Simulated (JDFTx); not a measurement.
## Re in JDFTx: the effect of Hubbard term

Crystal: Re.

```
Re
1.0
     2.76639    0.00000    0.00000
    -1.38319    2.39576    0.00000
     0.00000    0.00000    8.93885
Re
4
Direct
  0.66667 0.33333 0.75000
  0.00000 0.00000 0.50000
  0.33333 0.66667 0.25000
  0.00000 0.00000 0.00000
```

Alike in all runs:

```yaml
Program: JDFTx 1.7.0 (patched build)
Task: single point
Functional: PBE
Potentials_or_basis: PseudoDojo-SR-PBE-0.5-standard with smoothed tails
Cutoff: 980 eV
Density_cutoff: 7837 eV
k_mesh: 9 × 9 × 2
Occupations: fermi-dirac, width 0.05 eV
Spin: no spin polarisation
Local_potential_set_to_-Z/r_beyond: 6 bohr
Density_cutoff_over_wavefunction_cutoff: 8
Max_SCF_steps: 100
SCF_threshold_on_the_energy: 1e-09 Ha
Solver_of_the_electrons: scf
Further_solve_for_the_empty_bands: yes
Hubbard_projectors: atomic pseudo-orbitals, not orthogonalised
```

```csv
Hubbard term,pressure (GPa)
none,3.5
Re d U = 1 eV,0.0
Re d U = 2 eV,-3.5
Re d U = 3 eV,-7.0
Re d U = 4 eV,-10.4
Re d U = 6 eV,-17.2
Re d U = 8 eV,?
```

Task: What does the run with Hubbard term Re d U = 8 eV give?

Result: Pressure -23.5 GPa.

Worked out: A straight line through the other rows of the pressure, of slope -3.45 GPa per eV, extrapolates to -24.2 GPa, against the run's -23.5.

Caveats: U without spin polarisation on a metal has little footing (some runs); the U is typed as a test and isn't derived for this compound (some runs).
